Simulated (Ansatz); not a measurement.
Input and command of a plane-wave DFT calculation in Ansatz:

```yaml
crystal:
  lattice:
    - [-2.8497084206, 2.8497084206, 3.982126878]
    - [2.8497084206, -2.8497084206, 3.982126878]
    - [2.8497084206, 2.8497084206, -3.982126878]
  atoms:
    - { symbol: Co, position: [0.0, 0.0, 0.0], spin: 2.73 }
    - { symbol: O, position: [0.5, 0.5, 0.0], spin: 0.35 }
basis:
  ecutwfc: 420
kpoints:
  mp_grid: { grid: [6, 6, 6] }
hamiltonian:
  xc: pbe
scf:
  occupations: { method: gaussian, width: 0.1 }
  max_iter: 98
output:
  forces: true
  stress: true
  eigenvalues: true
  populations: true
magnetization:
  spin_polarized: true
```

```bash
ansatz run input.yaml --threads 1 --pin off --max-ram 2560MiB --backend cpu --events-out ev --progress --plain --runs-dir out
```

Processor: Intel(R) Xeon(R) Processor @ 2.70GHz, 1 thread, on a host shared with other jobs.

Question: How long does it run, and how much memory does it take?

Answer: About 6.7 min on 1 thread of Intel(R) Xeon(R) Processor @ 2.70GHz, with other jobs on the host, peak memory 1.2 GiB. It solves 18 bands at 68 k points (the mesh reduced by the symmetry that the task leaves, which can be less than the crystal's) with about 2565 plane waves, in 65 SCF iterations.
